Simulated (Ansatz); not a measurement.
**SiC under changes of volume**

One of the cells (10.313 Å³/atom); the others are scaled copies at fixed shape and fractional positions:

```
CELL_PARAMETERS angstrom
3.07569 0.00000 0.00000
-1.53785 2.66363 0.00000
0.00000 0.00000 10.07065
ATOMIC_POSITIONS crystal
Si 0.00000 0.00000 0.18789
Si 0.00000 0.00000 0.68789
Si 0.33333 0.66667 0.43784
Si 0.66667 0.33333 0.93784
C 0.00000 0.00000 0.00046
C 0.00000 0.00000 0.50046
C 0.33333 0.66667 0.24980
C 0.66667 0.33333 0.74980
```

The cell is a database's computed one.

* Program: Ansatz 0.2.0
* Functional: PBE
* Potentials or basis: Ansatz PAW polarizable
* Cutoff: 420 eV (not typed: the program's choice for these potentials)
* k mesh: 10 × 10 × 3
* Occupations: fermi-dirac, width 0.05 eV
* Spin: no spin polarisation

```csv
volume (Å³/atom),energy over the lowest point (meV/atom),pressure (GPa),gap on the mesh (eV),largest force (eV/Å)
9.694,46.58,19.8,2.23,0.029
9.900,24.87,14.0,2.23,0.021
10.107,10.29,8.7,2.23,0.013
10.313,2.20,3.9,2.23,0.006
10.519,0.00,-0.4,2.22,0.003
10.726,?,?,?,?
10.932,11.12,-8.0,2.21,0.012
```

What does the run at 10.726 Å³/atom give?

Energy over the lowest point 3.15 meV/atom; pressure -4.4 GPa; gap on the mesh 2.22 eV; largest force 0.007 eV/Å.

Worked out: A Birch-Murnaghan fit of order 3 (a polynomial in V^(-2/3)) to the other rows has its minimum at 10.50 Å³/atom with B0 = V·E''(V) = 213 GPa and B' = 3.9 at fixed shape and positions, which overstates the stiffness. It gives 3.15 meV/atom at 10.726 Å³/atom, against the run's 3.15, and -dE/dV = -4.4 GPa, against -4.4. A straight line through the other rows of the gap, of slope -0.17 eV per unit of ln V, gives 2.22 eV, against the run's 2.22.

Energies are extrapolated to zero smearing.

Caveats: odd divisions of the mesh miss points on the zone boundary, where band edges often lie, so the gap on the mesh can be too wide.

A mesh can miss the band edges.
